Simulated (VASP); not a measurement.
# Fe (Im-3m) in VASP: settings compared, part 2 of 2

VASP 6.6.1.

## Step 5: Relaxation of cell and atoms, PBE+D3(BJ), collinear spin, ferromagnetic start

This run uses another cell than the first one, of 12.02 Å³/atom, 1.086 times its volume.

INCAR

```
ALGO     = Normal         # electronic algorithm
AMIX     = 0.2          
AMIX_MAG = 0.8          
BMIX     = 1E-4         
BMIX_MAG = 1E-4         
EDIFF    = 1E-6           # SCF threshold, eV
EDIFFG   = -0.01          # ionic threshold
ENCUT    = 600            # plane-wave cutoff, eV
GGA      = PE             # functional
IBRION   = 2              # ionic algorithm
ISIF     = 3              # what is computed and relaxed
ISMEAR   = 1              # smearing method
ISPIN    = 2              # spin polarisation
IVDW     = 12             # dispersion correction
LASPH    = True           # aspherical terms in the spheres
LCHARG   = False          # write CHGCAR
LMAXMIX  = 4              # l up to which the mixer works
LORBIT   = 11             # projections on sites
LREAL    = False          # projectors in reciprocal space
LWAVE    = False          # write WAVECAR
MAGMOM   = 4              # initial moments
NELM     = 150            # most SCF steps
NSW      = 90             # ionic steps
PREC     = Accurate       # precision mode
SIGMA    = 0.1            # smearing width, eV
```

KPOINTS

```
k-points
0
Gamma
  18 18 18
```

POSCAR

```
Fe
1.0
   -1.4430000000      1.4430000000      1.4430000000
    1.4430000000     -1.4430000000      1.4430000000
    1.4430000000      1.4430000000     -1.4430000000
Fe
1
Direct
    0.0000000000      0.0000000000      0.0000000000
```

Launch:

```console
$ cat potpaw_PBE.64/Fe/POTCAR > POTCAR
$ mpirun -np 1 vasp_std > vasp.out
```

Wall time 91 s (1 thread of AMD EPYC 7R13 (Zen 3), shared host); peak memory 0.15 GiB.

Results (log left out):

```
Free energy                                           : -8.6075 eV
Relaxed volume                                        : 11.05 Å³/atom
Relaxed cell                                          : a = 2.430 Å, b = 2.430 Å, c = 2.430 Å, α = 109.47°, β = 109.47°, γ = 109.47°
Space group after relaxing (to 0.05 Å)                : Im-3m (No. 229)
Energy gained by relaxing                             : 50.0 meV/atom
Ionic steps                                           : 3
Pressure after relaxing                               : 0.0 GPa
Band gap on the k mesh                                : none (metal or under the smearing width)
Net moment                                            : 2.15 μB per cell
Site moments                                          : Fe +2.15 μB
Valence electrons inside the program's atomic spheres : Fe 7.33
Dispersion energy per atom                            : -0.368 eV
```

Step by step:
```csv
step,energy change (eV),largest force (eV/Å),pressure (GPa),volume (Å³)
1,0.0000,0.0000,-14.78,12.02
2,-0.0001,0.0000,20.09,10.19
3,-0.0500,0.0000,0.04,11.05
```

Final structure:
```
Fe
1.0
    -1.40301    1.40301    1.40301
     1.40301   -1.40301    1.40301
     1.40301    1.40301   -1.40301
Fe
1
Direct
  0.00000 0.00000 0.00000
```

Levels at points of the mesh, in eV from the Fermi level:
Spin up:
```tsv
k point	band 3	band 4	band 5	band 6	band 7	band 8
(0.00, 0.00, 0.00)	-2.38	-2.38	-1.12	-1.12	25.27	25.27
(0.50, 0.00, 0.00)	-1.04	-0.92	0.43	0.49	7.59	18.58
(0.50, 0.50, 0.50)	0.15	0.15	0.15	10.11	10.11	10.11
```
Spin down:
```tsv
k point	band 1	band 2	band 3	band 4	band 5	band 6	band 7	band 8
(0.00, 0.00, 0.00)	-8.45	-0.51	-0.51	-0.51	1.61	1.61	25.04	25.04
(0.50, 0.00, 0.00)	-3.84	-1.84	0.61	1.47	1.88	2.59	8.94	18.64
(0.50, 0.50, 0.50)	-3.24	-3.24	2.28	2.28	2.28	10.39	10.39	10.39
```

Caveat: pairwise dispersion overbinds metals, which lowers pressure and volume.

## Step 6: Relaxation of cell and atoms, PBE+D3(BJ), collinear spin, ferromagnetic start

INCAR: that of step 5 with these lines changed.

```diff
@@ -5,4 +5,4 @@
 BMIX_MAG = 1E-4         
-EDIFF    = 1E-6           # SCF threshold, eV
-EDIFFG   = -0.01          # ionic threshold
+EDIFF    = 1E-7           # SCF threshold, eV
+EDIFFG   = -0.005         # ionic threshold
 ENCUT    = 600            # plane-wave cutoff, eV
```

KPOINTS is that of step 5.

POSCAR

```
Fe                                      
1.0
   -1.4030055706      1.4030055706      1.4030055706
    1.4030055706     -1.4030055706      1.4030055706
    1.4030055706      1.4030055706     -1.4030055706
  Fe            
     1
Direct
     0.0000000000000000    0.0000000000000000    0.0000000000000000
```

Potentials or basis: VASP PAW PBE potentials, release 64 (Fe).

Launch:

```console
$ cat potpaw_PBE.64/Fe/POTCAR > POTCAR
$ mpirun -np 1 vasp_std > vasp.out
```

It took 74 s on 1 thread of AMD EPYC 7R13 (Zen 3), shared host; peak memory 0.15 GiB.

Results (log left out):

```yaml
Free_energy: -8.6070 eV
Relaxed_volume: 11.05 Å³/atom
Relaxed_cell: a = 2.430 Å, b = 2.430 Å, c = 2.430 Å, α = 109.47°, β = 109.47°, γ = 109.47°
Space_group_after_relaxing_to_0.05_Å: Im-3m (No. 229)
Energy_gained_by_relaxing: 0.0 meV/atom
Ionic_steps: 3
Pressure_after_relaxing: 0.0 GPa
Band_gap_on_the_k_mesh: none (metal or under the smearing width)
Net_moment: 2.15 μB per cell
Site_moments: Fe +2.15 μB
Valence_electrons_inside_the_program's_atomic_spheres: Fe 7.33
Dispersion_energy_per_atom: -0.368 eV
```

Final structure:
```yaml
crystal:
  lattice:
    - [-1.40317, 1.40317, 1.40317]
    - [1.40317, -1.40317, 1.40317]
    - [1.40317, 1.40317, -1.40317]
  atoms:
    - { symbol: Fe, position: [0.00000, 0.00000, 0.00000] }
```

Levels at points of the mesh, in eV from the Fermi level:
Spin up:
```csv
k point,band 1,band 2,band 3,band 4,band 5,band 6,band 7,band 8,band 9,band 10
"(0.00, 0.00, 0.00)",-8.62,-2.38,-2.38,-2.38,-1.12,-1.12,25.27,25.27,25.27,30.53
"(0.50, 0.00, 0.00)",-5.10,-3.51,-1.04,-0.92,0.43,0.49,7.59,18.58,20.64,23.89
"(0.50, 0.50, 0.50)",-5.04,-5.04,0.14,0.14,0.14,10.11,10.11,10.11,15.91,15.91
```
Spin down:
```tsv
k point	band 1	band 2	band 3	band 4	band 5	band 6	band 7	band 8
(0.00, 0.00, 0.00)	-8.44	-0.51	-0.51	-0.51	1.62	1.62	25.04	25.04
(0.50, 0.00, 0.00)	-3.83	-1.84	0.61	1.47	1.88	2.60	8.94	18.64
(0.50, 0.50, 0.50)	-3.24	-3.24	2.28	2.28	2.28	10.39	10.39	10.39
```

Caveat: pairwise dispersion overbinds metals, which lowers pressure and volume.

## Step 7: Summary

```csv
level,gap on the mesh (eV),pressure (GPa),moment (μB),relaxed volume (Å³/atom)
rev-vdW-DF2,none,0.0,2.13,11.05
PBE,none,0.0,2.17,11.32
PBE+D3(BJ),none,0.0,2.15,11.05
```

Alike in all rows: task relaxation of cell and atoms; potentials or basis VASP PAW PBE potentials, release 64 (Fe); spin collinear, ferromagnetic start; cell relaxed; k mesh 18 × 18 × 18; cutoff (eV) 600; smearing methfessel-paxton 0.1 eV.

Caveats: the PAW data sets were made with another functional, which shifts forces and pressure a little (some runs); pairwise dispersion overbinds metals, which lowers pressure and volume (some runs).

Absolute energies hang on the potentials; compare differences alone.
